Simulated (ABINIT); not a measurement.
Runs of ABINIT 10.8.3 (patched build) on BeTe. It takes space group F-43m (No. 216, cubic). Conventional cell: a = 5.540 Å, b = 5.540 Å, c = 5.540 Å, α = 90.00°, β = 90.00°, γ = 90.00°. Te (site symmetry -43m) is surrounded by 4 Be at 2.40 Å. Around Be (site symmetry -43m) lie 4 Te at 2.40 Å. 

```csv
share of exact exchange,gap on the mesh (eV)
0.5,(a)
0.25,3.65
0.15,2.92
0.35,4.39
0.05,(b)
```

Alike in all rows: task single point; level PBE0; potentials or basis SG15 NC PBE v1.2; no spin polarisation; cell as given; k mesh 6 × 6 × 6; cutoff (eV) 707; smearing fermi-dirac 0.05 eV.

Problem. Fill in the values left out.

Solution. (a) 5.52; (b) 2.22.

Caveats: exact exchange is summed on a coarse mesh, which widens gaps by tenths of an eV; spin-orbit coupling is left out, which moves the levels of the heavy elements.

A k mesh can miss the band edges, and the runs leave out spin-orbit coupling on Te.
